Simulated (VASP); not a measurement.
# AlN: relaxation of cell and atoms with PBEsol

AlN:

```
Al N
1.0
     3.11270    0.00000    0.00000
    -1.55635    2.69568    0.00000
     0.00000    0.00000    4.98090
Al N
2 2
Direct
  0.33333 0.66667 0.99899
  0.66667 0.33333 0.49899
  0.33333 0.66667 0.38101
  0.66667 0.33333 0.88101
```

```json
{
 "Program": "VASP 6.6.1",
 "Task": "relaxation of cell and atoms",
 "Functional": "PBEsol",
 "Potentials or basis": "VASP PAW PBE potentials, release 64 (Al, N)",
 "Cutoff": "600 eV",
 "k mesh": "12 × 12 × 6",
 "Occupations": "gaussian, width 0.03 eV",
 "Spin": "no spin polarisation",
 "Further INCAR settings": "ALGO = Normal; EDIFF = 1e-07; IBRION = 2; EDIFFG = -0.005; NSW = 90; ISIF = 3"
}
```

The relaxed volume is 10.45 Å³/atom and the relaxed cell is a = 3.113 Å, b = 3.113 Å, c = 4.982 Å, α = 90.00°, β = 90.00°, γ = 120.00°. The space group after relaxing (to 0.05 Å) is P6_3mc (No. 186). The energy gained by relaxing is 0.0 meV/atom. The ionic steps are 3. The pressure after relaxing is 0.0 GPa. The band gap on the k mesh is 4.12 eV, direct.

Final structure:
```
Al N
1.0
     3.11310    0.00000    0.00000
    -1.55655    2.69603    0.00000
     0.00000    0.00000    4.98181
Al N
2 2
Direct
  0.33333 0.66667 0.99899
  0.66667 0.33333 0.49899
  0.33333 0.66667 0.38101
  0.66667 0.33333 0.88101
```

Levels at points of the mesh, in eV from the valence-band top:
```
           k point  band 5  band 6  band 7  band 8  band 9  band 10  band 11  band 12
(0.00, 0.00, 0.00)   -0.88   -0.23   -0.23    0.00    4.12     6.55    10.50    11.02
(0.50, 0.00, 0.00)   -3.38   -2.12   -1.81   -0.70    5.67     5.67     8.07    10.16
(0.00, 0.00, 0.50)   -0.56   -0.56   -0.56   -0.56    6.37     6.37    10.20    10.20
(0.50, 0.00, 0.50)   -1.49   -1.49   -1.38   -1.38    5.17     5.17     9.12     9.12
```

Run time: 19 s on 4 MPI ranks on Intel(R) Xeon(R) Platinum 8488C (Sapphire Rapids), with other jobs on the host, peak memory 0.19 GiB a rank.

Caveat: the PAW data sets were made with another functional, which shifts forces and pressure a little. A hybrid or GW would open this gap; PBEsol tends to underestimate it.
